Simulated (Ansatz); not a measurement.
# A strain series on MgS (rocksalt): isotropic on every length

MgS (rocksalt), relaxed with r2SCAN in Ansatz, then strained (isotropic on every length; changes of length per length, axes as in the cell below) with the atoms relaxed again within the symmetry that is left. The symmetry is Fm-3m (No. 225, cubic); conventional cell a = 5.203 Å, 17.61 Å³ an atom. Around Mg lie 6 S at 2.60 Å; around S lie 6 Mg at 2.60 Å. The values are computed, spin-unpolarised, and not measurements.

```
CELL_PARAMETERS angstrom
0.00000 2.60152 2.60152
2.60152 0.00000 2.60152
2.60152 2.60152 0.00000
ATOMIC_POSITIONS crystal
Mg 0.00000 0.00000 0.00000
S 0.50000 0.50000 0.50000
```

Gaps are the least over each mesh (PBE 8×8×8, r2SCAN 8×8×8, HSE06 6×6×6 when unstrained) and the special points, which keep their unstrained names; stress is the change from the unstrained cell, compression positive.

```csv
strain (%),"gap, PBE (eV)","gap, r2SCAN (eV)","gap, HSE06 (eV)","edges, HSE06","mean stress, r2SCAN (GPa)","energy rise, r2SCAN (meV/atom)"
-5.0,3.098,3.769,4.157,Γ → X,+16.74,115.3
-1.33,2.874,3.547,3.900,Γ → X,+3.48,7.3
-0.32,2.811,3.483,3.827,Γ → X,+0.78,0.4
0.0,2.790,3.463,3.804,Γ → X,0.00,0.0
+5.0,2.465,3.136,3.433,Γ → X,-8.69,85.0
```

Between zero and the nearest strains the slope of the HSE06 gap against strain is -0.073 eV per percent for negative and -0.074 for positive strain.

The meshes of the hybrids are coarse, so their gaps aren't converged to the digits shown.
